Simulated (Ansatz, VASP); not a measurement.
# CdTe: programs and potentials compared

```
Te Cd
1.0
     0.00000    3.20500    3.20500
     3.20500    0.00000    3.20500
     3.20500    3.20500    0.00000
Te Cd
1 1
Direct
  0.75000 0.75000 0.75000
  0.00000 0.00000 0.00000
```

Alike in all runs: task band structure; functional PBE; k mesh 5 × 5 × 5; occupations fermi-dirac, width 0.05 eV; spin-orbit coupling, no magnetisation; with spin-orbit coupling. Pressure is positive in compression and, in plane waves, holds the error of the finite cutoff, which Ansatz's Pulay term estimates and takes out.

```csv
program and potentials,plane-wave cutoff (eV),notes,pressure (GPa)
"Ansatz, Ansatz PAW",420,18 valence electrons an atom on average; Pulay term of +0.04 GPa included,4.31
"VASP, PBE PAW files Cd, Te, 520 eV",520,9 valence electrons an atom on average,4.50
"Ansatz, all-electron LAPW, relativistic spinors",-,-,?
```

**Question.** Estimate from the other rows what the run with Ansatz, all-electron LAPW, relativistic spinors gave.

**Answer.** Pressure 4.33 GPa. The other rows, which needn't bracket it: pressure 4.31 to 4.50.
